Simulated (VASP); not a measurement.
# BN (Fmm2) in VASP: a series of runs

Runs on BN. Level: PBE. Tasks: single point.

Everything below comes from runs of VASP 6.6.1. Logs are shortened: lines on timing, memory, paths and dates and some standing lists are left out, and cuts for length are marked.

## 1. Starting point

The structure is orthorhombic, space group Fmm2 (No. 42). The conventional cell has a = 2.503 Å, b = 6.991 Å, c = 4.332 Å, α = 90.00°, β = 90.00°, γ = 90.00°. Around N (site symmetry mm2) lie 3 B at 1.44 Å. B (site symmetry mm2) is surrounded by 3 N at 1.44 Å.

Measurements of this composition are mostly on another form, of space group No. 194.

## 2. Single point, PBE

INCAR

```
PREC = Accurate
ENCUT = 460
EDIFF = 1E-7
ISMEAR = 0
SIGMA = 0.1
LREAL = False
LASPH = True
NELM = 100
ALGO = Normal
ISIF = 2
LWAVE = False
LCHARG = False
GGA = PE
ADDGRID = False
```

KPOINTS

```
regular mesh
0
Gamma
  6 6 6
```

POSCAR

```
BN
1.0
    0.0000000000      3.4953158300      2.1660912400
    1.2516321000      0.0000000000      2.1660912400
    1.2516321000      3.4953158300      0.0000000000
N B
1 1
Direct
    0.6643870000      0.6373240000      0.3259630000
   -0.0156690000     -0.0240960000      1.0349220000
```

Potentials or basis: VASP PAW PBE potentials, release 64 (N_s, B_s).

On the command line:

```console
cat potpaw_PBE.64/N_s/POTCAR potpaw_PBE.64/B_s/POTCAR > POTCAR
mpirun -np 1 vasp_std > vasp.out
```

OUTCAR:

```text
PREC = Accurate
   ENCUT = 460
   EDIFF = 1E-7
   ISMEAR = 0
   LREAL = False
   LASPH = True
   NELM = 100
   ISIF = 2
   GGA = PE

 Found    112 irreducible k-points:

 Following reciprocal coordinates:
            Coordinates               Weight
  0.000000  0.000000  0.000000      1.000000
  0.166667  0.000000 -0.000000      2.000000
 -0.166667 -0.166667 -0.166667      2.000000
  0.000000  0.166667  0.000000      2.000000
 -0.000000  0.000000  0.166667      2.000000
  0.333333  0.000000  0.000000      2.000000
   k-points           NKPTS =    112   k-points in BZ     NKDIM =    112   number of bands    NBANDS=      8
   number of dos      NEDOS =    301   number of ions     NIONS =      2
   total plane-waves  NPLWV =  15120
   dimension x,y,z NGX =    30 NGY =   18 NGZ =   28
   dimension x,y,z NGXF=    60 NGYF=   36 NGZF=   56
   ions per type =               1   1
   NGX,Y,Z   is equivalent  to a cutoff of  12.13, 11.96, 12.54 a.u.
   NGXF,Y,Z  is equivalent  to a cutoff of  24.26, 23.92, 25.08 a.u.
 SYSTEM =  unknown system
   PREC   = accura    normal or accurate (medium, high low for compatibility)
   ISTART =      0    job   : 0-new  1-cont  2-samecut
   ICHARG =      2    charge: 1-file 2-atom 10-const
   ISPIN  =      1    spin polarized calculation?
   LNONCOLLINEAR =      F non collinear calculations
   LSORBIT =      F    spin-orbit coupling
   LASPH  =      T    aspherical Exc in radial PAW
   ENCUT  =  460.0 eV  33.81 Ry    5.81 a.u.   7.19  4.37  6.49*2*pi/ulx,y,z
   NELM   =    100;   NELMIN=  2; NELMDL= -5     # of ELM steps
   EDIFF  = 0.1E-06   stopping-criterion for ELM
   LREAL  =      F    real-space projection
   EDIFFG = 0.1E-05   stopping-criterion for IOM
   NSW    =      0    number of steps for IOM
   IBRION =     -1    ionic relax: 0-MD 1-quasi-New 2-CG
   NFREE  =      0    steps in history (QN), initial steepest desc. (CG)
   ISIF   =      2    stress and relaxation
   ISYM   =      2    0-nonsym 1-usesym 2-fastsym
   POTIM  = 0.5000    time-step for ionic-motion
   TEBEG  =    0.0;   TEEND  =   0.0 temperature during run
   PSTRESS=    0.0 pullay stress
   NELECT =       8.0000    total number of electrons
   NUPDOWN=      -1.0000    fix difference up-down
   EMIN   =  10.00;   EMAX   =-10.00  energy-range for DOS
   EFERMI =   0.00;   METHOD = LEGACY
   ISMEAR =     0;   SIGMA  =   0.10  broadening in eV -4-tet -1-fermi 0-gaus
   EFERMI_NEDOS =   21; number of points for ismear=-14 and -15
   IALGO  =     38    algorithm
   IMIX   =      4    mixing-type and parameters
     AMIX     =   0.40;   BMIX     =  1.00
     AMIX_MAG =   1.60;   BMIX_MAG =  1.00
  volume/ion in A,a.u.               =       9.48        63.95
  Fermi-wavevector in a.u.,A,eV,Ry     =   1.228047  2.320672 20.518928  1.508099
  Thomas-Fermi vector in A             =   2.362987
   LORBIT       =      0    0 simple, 1 ext, 2 COOP (PROOUT), +10 PAW based schemes
   GGA     = PE    functional components
   LHFCALC =     F    Hartree Fock is set to
   AEXX    =    0.0000 exact exchange contribution
   IVDW    =     0    specifies the selected vdW correction
   LEPSILON=     F    determine dielectric tensor
   LRPA    =     F    only Hartree local field effects (RPA)
 non-spin polarized calculation
 Gauss-broadening in eV      SIGMA  =   0.10
  energy-cutoff  :      460.00
  volume of cell :       18.95
 maximum number of plane-waves:       448
 NGX is ok and might be reduce to    30
   NGX = 15   NGY =  9   NGZ = 13

 number of electron       8.0000000 magnetization

 Free energy of the ion-electron system (eV)
  ---------------------------------------------------
  ext. energy  EPLUGINS =         0.00000000
  ---------------------------------------------------
  free energy    TOTEN  =       -17.41251967 eV

  energy without entropy =      -17.41251967  energy(sigma->0) =      -17.41251967

 E-fermi :   3.5897     XC(G=0):  -9.7088

 val. band max:        3.1048372339   @ k =   0.5000  -0.3333   0.1667
 cond. band min:       6.8179792046   @ k =   0.0000   0.5000   0.5000
 fundamental gap:      3.7131419707
 Fermi energy:         3.5896689987

 k-point     1 :       0.0000    0.0000    0.0000
  band No.  band energies     occupation
      1     -14.7154      2.00000
      2      -1.3132      2.00000
      3       1.0783      2.00000
      4       2.5156      2.00000
      5       7.8411      0.00000
      6      13.7556      0.00000
      7      15.6519      0.00000
      8      16.2081      0.00000

 k-point     2 :       0.1667    0.0000   -0.0000
  band No.  band energies     occupation
      1     -14.1586      2.00000
      2      -0.8019      2.00000
      3       0.1667      2.00000
      4       0.4372      2.00000
      5       8.9840      0.00000
      6      13.8823      0.00000
      7      14.7629      0.00000
      8      17.6912      0.00000

 k-point     3 :      -0.1667   -0.1667   -0.1667
  band No.  band energies     occupation
      1     -14.1763      2.00000
      2      -0.8283      2.00000
      3      -0.5724      2.00000
      4       1.3996      2.00000
      5       8.9382      0.00000
      6      14.1154      0.00000
      7      14.7816      0.00000
      8      16.6458      0.00000

 k-point     4 :       0.0000    0.1667    0.0000
  band No.  band energies     occupation
      1     -14.1763      2.00000
      2      -0.8400      2.00000
      3      -0.5574      2.00000
      4       1.3986      2.00000
      5       8.9246      0.00000
      6      14.2179      0.00000
      7      14.6765      0.00000
      8      16.6415      0.00000

 k-point     5 :      -0.0000    0.0000    0.1667
  band No.  band energies     occupation
      1     -14.1585      2.00000
      2      -0.8099      2.00000
      3       0.1764      2.00000
      4       0.4427      2.00000
      5       8.9453      0.00000
      6      13.9042      0.00000
      7      14.7583      0.00000
      8      17.6923      0.00000

 k-point     6 :       0.3333    0.0000    0.0000
  band No.  band energies     occupation
      1     -12.6606      2.00000
      2      -3.5609      2.00000
      3      -0.8858      2.00000
      4       0.6532      2.00000
      5      10.2917      0.00000
      6      12.0914      0.00000
      7      14.4807      0.00000
      8      20.6681      0.00000

 [... further k-points ...]
[... 5 lines left out ...]
  --------------------------------------------------------------------------------------
  -------------------------------------------------------------------------------------
  Total        0.6514963      0.0119290      1.0202862     -0.2395300      0.0399032      0.7792137
  in kB       55.0747648      1.0084272     86.2507255    -20.2488650      3.3732484     65.8714654
  external PRESSURE =      47.4446392 kB  Pullay stress =       0.0000000 kB

 VOLUME and BASIS-vectors are now :
 -----------------------------------------------------------------------------
  energy-cutoff  :      460.00
  volume of cell :       18.95
      direct lattice vectors                 reciprocal lattice vectors
     0.000000000  3.495315830  2.166091240    -0.399478409  0.143048590  0.230830535
     1.251632100  0.000000000  2.166091240     0.399478409 -0.143048590  0.230830535
     1.251632100  3.495315830  0.000000000     0.399478409  0.143048590 -0.230830535

 POSITION                                       TOTAL-FORCE (eV/Angst)
 -----------------------------------------------------------------------------------
      1.20568      3.46159      2.81962         2.373593      1.282794     -0.544592
      1.26518      3.56261      4.24605        -2.373593     -1.282794      0.544592
 -----------------------------------------------------------------------------------
    total drift:                               -0.000040      0.000028     -0.000019

  FREE ENERGIE OF THE ION-ELECTRON SYSTEM (eV)
  ---------------------------------------------------
  free  energy   TOTEN  =       -17.4125196747 eV

  energy  without entropy=      -17.4125196747  energy(sigma->0) =      -17.41251967
```

It took 9.9 s on 1 thread of Intel Xeon 6975P-C (Granite Rapids), shared host; peak memory 0.14 GiB.

The run converged, but some of its settings lie outside the range that counts as converged, so its numbers aren't taken as properties of the crystal.

What came out:

```
Free energy            : -17.4125 eV
Pressure               : 4.7 GPa
Largest force          : 2.752 eV/Å
Band gap on the k mesh : 3.71 eV, indirect (least direct gap 4.54 eV)
```

Caveat: the k mesh is coarse (spacing up to 0.51 Å⁻¹), so the values aren't converged.

## 3. Single point, PBE

INCAR, as its differences from that of step 2:

```diff
@@ -4,3 +4,3 @@
 ISMEAR = 0
-SIGMA = 0.1
+SIGMA = 0.01
 LREAL = False
```

KPOINTS is that of step 2.

POSCAR

```
BN
1.0
    0.0000000000      3.4953158300      2.1660912400
    1.2516321000      0.0000000000      2.1660912400
    1.2516321000      3.4953158300      0.0000000000
N B
1 1
Direct
    0.6666513400      0.6666513400      0.3333486600
    0.0000486500      0.0000486500      0.9999513500
```

Potentials or basis: VASP PAW PBE potentials, release 64 (N_s, B_s).

On the command line:

```console
cat potpaw_PBE.64/N_s/POTCAR potpaw_PBE.64/B_s/POTCAR > POTCAR
mpirun -np 1 vasp_std > vasp.out
```

It took 5 s on 1 thread of Intel Xeon 6975P-C (Granite Rapids), shared host; peak memory 0.13 GiB.

These settings aren't checked as converged: the numbers below hold their error.

What came out:

```yaml
Free_energy: -17.5566 eV
Pressure: 4.0 GPa
Largest_force: 0.010 eV/Å
Band_gap_on_the_k_mesh: 3.85 eV, indirect (least direct gap 4.56 eV)
```

Caveat: the k mesh is coarse (spacing up to 0.51 Å⁻¹), so the values aren't converged.

## 4. Single point, PBE

INCAR is that of step 3.

KPOINTS is that of step 3.

POSCAR

```
BN
1.0
    0.0000000000      3.4953158300      2.1660912400
    1.2516321000      0.0000000000      2.1660912400
    1.2516321000      3.4953158300      0.0000000000
N B
1 1
Direct
    0.6643870000      0.6373240000      0.3259630000
   -0.0156690000     -0.0240960000      1.0349220000
```

On the command line:

```console
cat potpaw_PBE.64/N_s/POTCAR potpaw_PBE.64/B_s/POTCAR > POTCAR
mpirun -np 1 vasp_std > vasp.out
```

It took 10 s on 1 thread of Intel Xeon 6975P-C (Granite Rapids), shared host; peak memory 0.14 GiB.

The run converged, but some of its settings lie outside the range that counts as converged, so its numbers aren't taken as properties of the crystal.

What came out:

* Free energy: -17.4125 eV
* Pressure: 4.7 GPa
* Largest force: 2.752 eV/Å
* Band gap on the k mesh: 3.71 eV, indirect (least direct gap 4.54 eV)

Caveat: the k mesh is coarse (spacing up to 0.51 Å⁻¹), so the values aren't converged.
